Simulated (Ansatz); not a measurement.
Runs of Ansatz 0.2.0 on AlRu. The structure is cubic, space group Pm-3m (No. 221). The conventional cell has a = 2.992 Å, b = 2.992 Å, c = 2.992 Å, α = 90.00°, β = 90.00°, γ = 90.00°. Around Ru (site symmetry m-3m) lie 8 Al at 2.59 Å. Al (site symmetry m-3m) is surrounded by 8 Ru at 2.59 Å. 

```csv
task,level,atoms under strain,gap on the mesh (eV),pressure (GPa)
phonons,PBEsol,-,none,-
elastic constants,PBE,relaxed,none,2.6
elastic constants,PBEsol,relaxed,none,-3.3
elastic constants,LDA,clamped,none,(a)
phonons,PBE,-,none,-
```

Alike in all rows: potentials or basis Ansatz PAW; no spin polarisation; cell as given; k mesh 7 × 7 × 7; cutoff (eV) 420; smearing fermi-dirac 0.05 eV.

Problem. Estimate the missing entries.

Solution. (a) -8.1.

Caveats: the PAW data sets come from PBE, with cores solved anew for the run's functional, which leaves a small shift of forces and pressure (some runs); elastic constants of metals need much finer meshes, so these are rough (some runs); the cell is more than 3 GPa from zero pressure, which shifts response properties (some runs).

A k mesh can miss the band edges, and the runs leave out spin-orbit coupling on Ru.

A gap of «none» marks a metal or a gap under the smearing width.
